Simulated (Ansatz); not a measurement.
## Bi$_{2}$Te$_{3}$: all-electron results

```yaml
crystal:
  lattice:
    - [2.20850, 1.27508, 9.94667]
    - [-2.20850, 1.27508, 9.94667]
    - [0.00000, -2.55016, 9.94667]
  atoms:
    - { symbol: Bi, position: [0.81200, 0.81200, 0.81200] }
    - { symbol: Bi, position: [0.40200, 0.40200, 0.40200] }
    - { symbol: Te, position: [0.61100, 0.61100, 0.61100] }
    - { symbol: Te, position: [0.20000, 0.20000, 0.20000] }
    - { symbol: Te, position: [0.00000, 0.00000, 0.00000] }
```

Atom numbers follow the list: Bi1, Bi2, Te3, Te4, Te5.

The geometry is COD entry 9012858, unchecked; take it as a test cell.

Spin–orbit coupling is left out, though it moves levels of the heavy atoms by tenths of an eV or more.

All numbers are computed: DFT, LDA, all-electron LAPW, scalar-relativistic (Ansatz 0.2.0); DFT, LDA, PAW with Ansatz's default frozen-core files, scalar-relativistic (Ansatz 0.2.0).

For LAPW: a Γ-centred 8×8×8 k mesh, Fermi–Dirac smearing of 0.08 eV, basis error target 1 meV/atom, no spin polarisation. PAW takes a cutoff of 420 eV at this cell (files made with PBE, cores remade for this functional). The Ansatz runs share mesh, smearing and spin set-up. Values come from LAPW unless marked.

| Property | Result |
| --- | --- |
| Löwdin charges (with 0.18 e of the cell spilling out of the atomic basis, so their sizes and signs hang on that basis) | Bi1 0.15, Bi2 -0.15, Te3 -0.06, Te4 0.02, Te5 0.21 e |
| Volume per atom | 33.61 Å³ |

Task: Give the computed value. Bader charges (from the PAW run).

Result: Bi1 +0.32, Bi2 0.00, Te3 -0.10, Te4 -0.22, Te5 +0.01 e.

Task: Band gap: what does the calculation give?

Result: None at this level of theory (metallic, semimetallic, or a small gap that the functional closes).

Task: Stress xx, yy, zz (compression positive): what does the calculation give?

Result: -1.50, -1.50, -2.61 GPa.

Task: Predict this quantity. Largest force.

Result: 1.151 eV/Å on Te5.

Task: Density of states at the Fermi level (0.2 eV bin): what does the calculation give?

Result: 0.17 states/eV per cell.

Task: Give the computed value. Pressure at this cell.

Result: -1.87 GPa.
